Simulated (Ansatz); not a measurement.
Mo:

```xyz
1
Lattice="-1.5838 1.5838 1.5838 1.5838 -1.5838 1.5838 1.5838 1.5838 -1.5838" Properties=species:S:1:pos:R:3 pbc="T T T"
Mo    0.0000    0.0000    0.0000
```

Program: Ansatz 0.2.0. Alike in all runs: cell as given; basis error allowed 0.001 eV/atom.

Problem. Order these runs on this cell by their pressure, lowest first.
A. level PBE; potentials or basis all-electron LAPW, scalar-relativistic; spin off; k mesh 12 × 12 × 12; cutoff (eV) 249; smearing gaussian 0.1 eV
B. level PBEsol; potentials or basis all-electron LAPW, relativistic spinors; spin SOC, no magnetisation; k mesh 9 × 9 × 9; cutoff (eV) 250; smearing fermi-dirac 0.05 eV
C. level LDA; potentials or basis all-electron LAPW, relativistic spinors; spin SOC, no magnetisation; k mesh 9 × 9 × 9; cutoff (eV) 250; smearing fermi-dirac 0.05 eV
D. level RPBE; potentials or basis all-electron LAPW, scalar-relativistic; spin off; k mesh 12 × 12 × 12; cutoff (eV) 249; smearing fermi-dirac 0.05 eV

Solution. C (-14.2 GPa), B (-9.7 GPa), A (-1.9 GPa), D (1.5 GPa).

Caveats: the k mesh is thin for a metal, which can move the energy by tens of meV per atom (some runs).

Not every run made on this cell is shown here.
